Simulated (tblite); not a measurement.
Species: C7H6O.
Numbering: `[O:1]=[CH:2][c:3]1[cH:4][cH:5][cH:6][cH:7][cH:8]1` (hydrogens: H9 on C2; H10 on C4; H11 on C5; H12 on C6; H13 on C7; H14 on C8)

The geometry is computed with GFN2-xTB (gas phase).

(1) Give the optimised bond lengths and angles.

Results:

(1) 
```csv
bond,length (Å),order
O1=C2,1.205,double
C2–C3,1.467,single
"C3–C4, C3–C8",1.395,aromatic
"C4–C5, C7–C8",1.381,aromatic
"C5–C6, C6–C7",1.387,aromatic
C2–H9,1.110,single
"C4–H10, C8–H14",1.080,single
"C5–H11, C7–H13",1.080,single
C6–H12,1.080,single
```

Bonds in one row agree within 0.01 Å and their mean is given. Orders are formal, as drawn. A selection of angles:
```csv
angle,degrees
O1–C2–C3,125.4
C2–C3–C4,120.5
C2–C3–C8,119.9
C4–C3–C8,119.6
C3–C4–C5,120.0
C4–C5–C6,120.0
C5–C6–C7,120.3
```

Torsions: O1–C2–C3–C4 180° (antiperiplanar).

The 6-membered ring C3–C4–C5–C6–C7–C8 has internal angles of 119.6° to 120.3°; it is planar, 0.00 Å rms from its mean plane, widest ring torsion 0°. The 8 heavy atoms lie in one plane (0.001 Å rms). Of the pairs four or more bonds apart, O1···H14 is among the closest relative to their van der Waals radii: 2.56 Å, 94 % of the sum of Bondi's values. The C–C distances run from 1.381 Å (C7–C8, aromatic) to 1.467 Å (C2–C3, drawn single), a spread of 0.086 Å.

Point group: Cs (tolerance 0.08 Å). Its GFN2-xTB frequencies are all real (lowest 100 cm⁻¹). The numbers are those of one conformer.
